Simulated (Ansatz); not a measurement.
**Ge: a stacking-fault curve**

Aim: for Ge, slide the crystal rigidly across a (1 1 1) plane.

Program: Ansatz 0.2.0. Level of theory: DFT PBEsol, scalar-relativistic, plane waves, PAW. These are calculated values, not measurements.

2 further runs of the same task are left out: 2 set aside as unsound or not needed. Runs told in other sessions of the task aren't counted.

## 1. Starting point

The structure is cubic, space group Fd-3m (No. 227). Conventional cell: a = 5.676 Å, b = 5.676 Å, c = 5.676 Å, α = 90.00°, β = 90.00°, γ = 90.00°. Around Ge (site symmetry -43m) lie 4 Ge at 2.46 Å.

As a file:

```cif
data_structure
_symmetry_space_group_name_H-M 'Fd-3m:1'
_symmetry_Int_Tables_number 227
_cell_length_a 5.6758
_cell_length_b 5.6758
_cell_length_c 5.6758
_cell_angle_alpha 90.000
_cell_angle_beta 90.000
_cell_angle_gamma 90.000
_cell_volume 182.84
loop_
_atom_site_label
_atom_site_type_symbol
_atom_site_symmetry_multiplicity
_atom_site_Wyckoff_symbol
_atom_site_fract_x
_atom_site_fract_y
_atom_site_fract_z
_atom_site_occupancy
Ge1 Ge 8 b 0.50000 0.00000 0.00000 1
```

It is built from the cell relaxed beforehand with the same method (22.86 Å³/atom).

## 2. The reference: the undisturbed cell on the scan's mesh

input.yaml

```yaml
crystal:
  lattice:
    - [2.8378807265, -2.8378807265, 0.0]
    - [2.8378807265, 0.0, -2.8378807265]
    - [5.6757614529, 5.6757614529, 5.6757614529]
  atoms:
    - { symbol: Ge, position: [0.6666666667, 0.6666666667, 0.8333333333] }
    - { symbol: Ge, position: [1.0, 0.0, 0.5] }
    - { symbol: Ge, position: [0.3333333333, 0.3333333333, 0.1666666667] }
    - { symbol: Ge, position: [0.6666666667, 0.6666666667, 0.0833333333] }
    - { symbol: Ge, position: [1.0, 0.0, 0.75] }
    - { symbol: Ge, position: [0.3333333333, 0.3333333333, 0.4166666667] }
basis:
  ecutwfc: 420
kpoints:
  mp_grid: { grid: [17, 17, 6] }
hamiltonian:
  xc: pbesol
scf:
  occupations: { method: gaussian, width: 0.15 }
output:
  forces: true
  stress: true
  eigenvalues: true
```

Command:

```console
ansatz run input.yaml --threads 2 --pin off --max-ram 5120MiB --backend cpu --events-out ev --progress --plain --runs-dir out
```

## 3. The scan: a stacking-fault curve

The cut lies on the cell's a–b face, a (1 1 1) plane of area 13.95 Å², between layers 2.46 Å apart (Ge below, Ge above); the cell is 9.8 Å thick. Vector c is tilted by f times 1·a + 1·b (length 6.951 Å) with the atoms' Cartesian places fixed: one unrelaxed fault per cell.

## 4. At f = 0.167

input.yaml

```yaml
crystal:
  lattice:
    - [2.8378807265, -2.8378807265, 0.0]
    - [2.8378807265, 0.0, -2.8378807265]
    - [6.6219108871, 5.2026867358, 5.2026867358]
  atoms:
    - { symbol: Ge, position: [0.57637639, 0.57637639, 0.5416333333] }
    - { symbol: Ge, position: [0.96527639, -0.03472361, 0.2083] }
    - { symbol: Ge, position: [0.18747639, 0.18747639, 0.8749666667] }
    - { symbol: Ge, position: [0.53470139, 0.53470139, 0.7916333333] }
    - { symbol: Ge, position: [0.92360139, -0.07639861, 0.4583] }
    - { symbol: Ge, position: [0.31250139, 0.31250139, 0.1249666667] }
basis:
  ecutwfc: 420
kpoints:
  mp_grid: { grid: [17, 17, 6] }
hamiltonian:
  xc: pbesol
scf:
  occupations: { method: gaussian, width: 0.15 }
output:
  forces: true
  stress: true
  eigenvalues: true
  write_density: true
  write_potential: true
  elf: true
  volumetric_format: npy
```

## 5. At f = 0.333

input.yaml

```yaml
crystal:
  lattice:
    - [2.8378807265, -2.8378807265, 0.0]
    - [2.8378807265, 0.0, -2.8378807265]
    - [7.5674927452, 4.7298958068, 4.7298958068]
  atoms:
    - { symbol: Ge, position: [0.4861402767, 0.4861402767, 0.5416333333] }
    - { symbol: Ge, position: [0.93057361, -0.06942639, 0.2083] }
    - { symbol: Ge, position: [0.0417069433, 0.0417069433, 0.8749666667] }
    - { symbol: Ge, position: [0.4028152767, 0.4028152767, 0.7916333333] }
    - { symbol: Ge, position: [0.84724861, -0.15275139, 0.4583] }
    - { symbol: Ge, position: [0.2916819433, 0.2916819433, 0.1249666667] }
basis:
  ecutwfc: 420
kpoints:
  mp_grid: { grid: [17, 17, 6] }
hamiltonian:
  xc: pbesol
scf:
  occupations: { method: gaussian, width: 0.15 }
output:
  forces: true
  stress: true
  eigenvalues: true
  write_density: true
  write_potential: true
  elf: true
  volumetric_format: npy
```

## 6. At f = 0.500

input.yaml

```yaml
crystal:
  lattice:
    - [2.8378807265, -2.8378807265, 0.0]
    - [2.8378807265, 0.0, -2.8378807265]
    - [8.5136421794, 4.2568210896, 4.2568210896]
  atoms:
    - { symbol: Ge, position: [0.39585, 0.39585, 0.5416333333] }
    - { symbol: Ge, position: [0.89585, -0.10415, 0.2083] }
    - { symbol: Ge, position: [-0.10415, -0.10415, 0.8749666667] }
    - { symbol: Ge, position: [0.27085, 0.27085, 0.7916333333] }
    - { symbol: Ge, position: [0.77085, -0.22915, 0.4583] }
    - { symbol: Ge, position: [0.27085, 0.27085, 0.1249666667] }
basis:
  ecutwfc: 420
kpoints:
  mp_grid: { grid: [17, 17, 6] }
hamiltonian:
  xc: pbesol
scf:
  occupations: { method: gaussian, width: 0.15 }
output:
  forces: true
  stress: true
  eigenvalues: true
```

## 7. f = 0.667

input.yaml

```yaml
crystal:
  lattice:
    - [2.8378807265, -2.8378807265, 0.0]
    - [2.8378807265, 0.0, -2.8378807265]
    - [9.4597916136, 3.7837463725, 3.7837463725]
  atoms:
    - { symbol: Ge, position: [0.3055597233, 0.3055597233, 0.5416333333] }
    - { symbol: Ge, position: [0.86112639, -0.13887361, 0.2083] }
    - { symbol: Ge, position: [-0.2500069433, -0.2500069433, 0.8749666667] }
    - { symbol: Ge, position: [0.1388847233, 0.1388847233, 0.7916333333] }
    - { symbol: Ge, position: [0.69445139, -0.30554861, 0.4583] }
    - { symbol: Ge, position: [0.2500180567, 0.2500180567, 0.1249666667] }
basis:
  ecutwfc: 420
kpoints:
  mp_grid: { grid: [17, 17, 6] }
hamiltonian:
  xc: pbesol
scf:
  occupations: { method: gaussian, width: 0.15 }
output:
  forces: true
  stress: true
  eigenvalues: true
```

(Steps that only read results are left out.)

What does the calculation give? Wanted: largest shear traction sampled.

The runs gave:

| quantity | value |
| --- | --- |
| highest fault energy sampled | 1536 mJ/m² at f = 0.333 |
| largest shear traction sampled | 10.9 GPa |

Of the points run, the one at f = 0.333 is highest, 1536 mJ/m². A dip at f = 0.500 (1195 mJ/m²) marks a possible metastable fault. The values are for rigid blocks: relaxation normal to the plane would bring them down.
